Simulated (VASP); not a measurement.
GaP in VASP 6.6.1, single-point calculation

INCAR

```
LREAL = .FALSE.
ISIF = 2
PREC = Accurate
AMIX = 2
BMIX = 0.0001
NSW = 0
IBRION = -1
IMIX = 1
LCHARG = .FALSE.
LASPH = .TRUE.
NBANDS = 16
SIGMA = 0.02
ISMEAR = -1
GGA = PE
EDIFF = 1E-7
ENCUT = 520
LWAVE = .FALSE.
NELM = 77
```

KPOINTS

```
KPOINTS created by Atomic Simulation Environment
0
Gamma
8 8 8
0 0 0
```

POSCAR

```
Ga P
 1.0000000000000000
     0.0000000000000000    2.6572643123000002    2.7830825241000001
     2.6572643123000002    0.0000000000000000    2.7830825241000001
     2.6572643123000002    2.6572643123000002    0.0000000000000000
 Ga  P
   1   1
Cartesian
  0.0000000000000000  0.0000000000000000  0.0000000000000000
  1.3286321561500001  1.3286321561500001  1.3915412620500001
```

The recommended PBE PAW datasets give the neutral cell 18 valence electrons.

Command

```
mpirun -np 1 vasp_std
```

OSZICAR

```
N       E                     dE             d eps       ncg     rms          rms(c)
DAV:   1     0.825134082186E+02    0.82513E+02   -0.90060E+03  1920   0.166E+03
DAV:   2    -0.303577119377E+01   -0.85549E+02   -0.81621E+02  2200   0.318E+02
DAV:   3    -0.924857078863E+01   -0.62128E+01   -0.61923E+01  2336   0.654E+01
DAV:   4    -0.935171521376E+01   -0.10314E+00   -0.10312E+00  2352   0.914E+00
DAV:   5    -0.935376658376E+01   -0.20514E-02   -0.20513E-02  2400   0.114E+00    0.439E+00
DAV:   6    -0.119843970432E+02   -0.26306E+01   -0.13594E+01  2880   0.632E+01    0.691E+00
DAV:   7    -0.469567007609E+02   -0.34972E+02   -0.16985E+02  2944   0.145E+02    0.290E+01
DAV:   8    -0.764431480957E+03   -0.71747E+03   -0.32094E+03  2176   0.210E+03    0.762E+01
DAV:   9    -0.512605756406E+04   -0.43616E+04   -0.39104E+04  2592   0.897E+02    0.265E+02
DAV:  10    -0.181442393998E+05   -0.13018E+05   -0.12631E+05  3328   0.109E+03    0.474E+02
DAV:  11    -0.353097239116E+05   -0.17165E+05   -0.15177E+05  2832   0.172E+03    0.825E+02
DAV:  12    -0.603564674209E+05   -0.25047E+05   -0.24347E+05  3552   0.168E+03    0.121E+03
```

Standard output (part)

```
POSCAR found type information on POSCAR GaP
 POSCAR found :  2 types and       2 ions
 LDA part: xc-table for (Slater+PW92), standard interpolation
 POSCAR, INCAR and KPOINTS ok, starting setup
 WAVECAR not read
 entering main loop
|     EEEEEEE  RRRRRR   RRRRRR   OOOOOOO  RRRRRR      ###     ###     ###     |
|     E        R     R  R     R  O     O  R     R     ###     ###     ###     |
|     E        R     R  R     R  O     O  R     R     ###     ###     ###     |
|     EEEEE    RRRRRR   RRRRRR   O     O  RRRRRR       #       #       #      |
|     E        R    R   R    R   O     O  R    R      ###     ###     ###     |
|     EEEEEEE  R     R  R     R  OOOOOOO  R     R     ###     ###     ###     |
|     ERROR FEXCP: supplied Exchange-correletion table                        |
|      is too small, maximal index : 4327                                     |
|       ---->  I REFUSE TO CONTINUE WITH THIS SICK JOB ... BYE!!! <----       |
```

VASP stopped with an error.

Q: What is wrong with this input?

A: Mixing far too strong. VASP stopped with an error.
